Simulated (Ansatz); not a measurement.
The system is Sb.

```
Sb
1.0
     3.35453    0.00000    0.00000
    -1.67727    2.90511    0.00000
     0.00000    0.00000    5.47016
Sb
2
Direct
  0.66667 0.33333 0.75000
  0.33333 0.66667 0.25000
```

This isn't the form of Sb at room conditions, which is rhombohedral.

Base run:

```yaml
Program: Ansatz 0.2.0
Functional: r2SCAN
Potentials_or_basis: Ansatz PAW
Cutoff: "500 eV (not typed: the program's choice for these potentials)"
k_mesh: 9 × 9 × 5
Occupations: fermi-dirac, width 0.05 eV
Spin: no spin polarisation
```

Its results: band gap on the k mesh none (metal or under the smearing width); pressure 0.7 GPa.

Task: The run is repeated on the same cell with these changes: functional from r2SCAN to BLYP; cutoff from 500 eV (not typed: the program's choice for these potentials) to 420 eV (not typed: the program's choice for these potentials). What comes out?

Result: Band gap on the k mesh none (metal or under the smearing width); pressure 7.3 GPa.

Caveats: spin-orbit coupling is left out, which moves the levels of the heavy elements; the PAW data sets come from PBE, with cores solved anew for the run's functional, which leaves a small shift of forces and pressure.
